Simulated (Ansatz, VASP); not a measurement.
This is a calculation of Pb for VASP 6.6.1.

INCAR

```
SYSTEM = Pb
PREC = Accurate
ENCUT = 520
EDIFF = 1E-6
ISMEAR = -1
SIGMA = 0.05
LREAL = .FALSE.
LASPH = .TRUE.
NELM = 80
ALGO = Fast
ISIF = 2
LWAVE = .FALSE.
LCHARG = .FALSE.
GGA = PS
NBANDS = 21
```

Contents of KPOINTS:

```
Automatic mesh
0
G
  9 9 5
  0 0 0
```

File POSCAR:

```
Pb
1.0
    2.9170625410     -1.6803071616      0.0000000000
    2.9170625410      1.6803071616      0.0000000000
   -2.0308441320      0.0000000000      6.0952248674
Pb
2
Direct
    0.9085084100      0.9085084100      0.7262922000
    0.0914915900      0.0914915900      0.2737078000
```

Potentials or basis: VASP PAW PBE potentials, release 64 (Pb_d).

Launch:

```console
$ cat potpaw_PBE.64/Pb_d/POTCAR > POTCAR
$ mpirun -np 1 vasp_std > vasp.out
```

Question: Set up the same calculation for Ansatz 0.2.0. Potentials there: all-electron LAPW, scalar-relativistic.

Answer: As run (the cutoff follows the program's own potentials):

Contents of input.yaml:

```yaml
crystal:
  lattice:
    - [2.917062541, -1.6803071616, 0.0]
    - [2.917062541, 1.6803071616, 0.0]
    - [-2.030844132, 0.0, 6.0952248674]
  atoms:
    - { symbol: Pb, position: [0.90850841, 0.90850841, 0.7262922] }
    - { symbol: Pb, position: [0.09149159, 0.09149159, 0.2737078] }
kpoints:
  mp_grid: { grid: [9, 9, 5] }
scf:
  occupations: { method: fermi_dirac, width: 0.05 }
hamiltonian:
  xc: pbesol
  pseudopotentials: { kind: all_electron, lapw: { basis_error: 0.001 } }
output:
  forces: true
  stress: true
  eigenvalues: true
```

Potentials or basis: all-electron LAPW, scalar-relativistic.

Command:

```console
$ ansatz run input.yaml --threads 1 --pin off --max-ram 3072MiB --backend cpu --events-out ev --progress --plain --runs-dir out
```

Both were run:

|  | VASP | Ansatz | Ansatz less VASP |
| --- | --- | --- | --- |
| gap on the k mesh at the Fermi level (eV) | none | none | - |
| pressure (GPa) | 1.9 | 2.0 | +0.09 |
| largest component of the traceless stress (GPa) | 1.96 | 1.97 | +0.002 |
| rms of the force components (eV/Å) | 0.043 | 0.043 | +0.0004 |

Atom by atom the forces differ by 0.000 eV/Å (rms over components). A gap of «none» marks a metal or a gap that the smearing closes. Ansatz ran all-electron here, so the differences hold the error of VASP's frozen core and of both bases.

Caveats: the PAW data sets were made with another functional, which shifts forces and pressure a little (VASP). Spin-orbit coupling is left out, which matters for the levels of Pb.
